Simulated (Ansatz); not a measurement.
# InP: stress in a strained cell

Aim: deform InP (zz strain of +1 %) and compute stress, forces and field gradients with LAPW, PAW and all-electron datasets made for the crystal.

Program: Ansatz 0.2.0. Level of theory: DFT PBEsol, scalar-relativistic. These are calculated values, not measurements.

### 1 The system as given

Symmetry: Fm-3m, No. 225, cubic system. Conventional cell: a = 5.710 Å, b = 5.710 Å, c = 5.710 Å, α = 90.00°, β = 90.00°, γ = 90.00°. Around In (site symmetry m-3m) lie 6 P at 2.85 Å. P (site symmetry m-3m) has 6 In at 2.85 Å as nearest neighbours.

Coordinates:

```
CELL_PARAMETERS angstrom
0.00000 2.85500 2.85500
2.85500 0.00000 2.85500
2.85500 2.85500 0.00000
ATOMIC_POSITIONS crystal
In 0.00000 0.00000 0.00000
P 0.50000 0.50000 0.50000
```

Atoms are numbered in the order of the input: In1, P2.

### 2 After the deformation

Space group Fm-3m before, I4/mmm after.

### 3 Full-potential LAPW

Input file input.yaml:

```yaml
crystal:
  lattice:
    - [0.0, 2.855, 2.88355]
    - [2.855, 0.0, 2.88355]
    - [2.855, 2.855, 0.0]
  atoms:
    - { symbol: In, position: [0.0, 0.0, 0.0] }
    - { symbol: P, position: [0.5, 0.5, 0.5] }
kpoints:
  mp_grid: { grid: [11, 11, 11] }
  band_path:
    path:
      - [0.0, 0.0, 0.0]
      - [0.0, 0.5, 0.5]
      - [0.25, 0.75, 0.5]
      - [0.0, 0.5, 0.0]
      - [0.0, 0.0, 0.0]
      - [0.5, 0.5, 0.0]
      - [0.3725370062, 0.6274629938, 0.0]
      - [-0.3725370062, 0.3725370062, 0.0]
      - [0.0, 0.0, 0.0]
    npoints: 5
scf:
  occupations: { method: fermi_dirac, width: 0.03 }
hamiltonian:
  xc: pbesol
  pseudopotentials: { kind: all_electron, lapw: { basis_error: 0.00025 } }
output:
  forces: true
  stress: true
  eigenvalues: true
```

The run is started by

```console
$ ansatz run input.yaml --threads 1 --pin off --max-ram 3072MiB --backend cpu --events-out ev --progress --plain --runs-dir out
```

### 4 PAW with frozen cores

Input file input.yaml:

```yaml
crystal:
  lattice:
    - [0.0, 2.855, 2.88355]
    - [2.855, 0.0, 2.88355]
    - [2.855, 2.855, 0.0]
  atoms:
    - { symbol: In, position: [0.0, 0.0, 0.0] }
    - { symbol: P, position: [0.5, 0.5, 0.5] }
kpoints:
  mp_grid: { grid: [11, 11, 11] }
scf:
  occupations: { method: fermi_dirac, width: 0.03 }
hamiltonian:
  xc: pbesol
  pseudopotentials: { kind: paw }
output:
  forces: true
  stress: true
  eigenvalues: true
  efg: { contact_densities: true }
```

### 5 All-electron PAW on datasets made for the crystal

input.yaml: that of step 4 with these lines changed.

```diff
@@ -14,3 +14,3 @@
   xc: pbesol
-  pseudopotentials: { kind: paw }
+  pseudopotentials: { kind: all_electron, datasets: crystal }
 output:
```

(Steps that only read results are left out.)

Q: Predict the outcome of this session. Wanted: pressure; largest shear or deviatoric stress.

The runs gave:

```
                                 quantity                                              value
                                 pressure  LAPW -8.61, PAW -8.62, crystal datasets -8.61 GPa
largest shear or deviatoric stress (LAPW)                                           0.45 GPa
```

What this shows: The largest part of the stress beyond the pressure is 0.45 GPa in size, in the zz component; the atoms are carried along and not relaxed. No run of the undeformed cell stands beside it, so the pressure holds what the given cell had before the change. PAW: stress within 0.01 GPa of LAPW. Crystal datasets: stress within 0.01 GPa of LAPW.
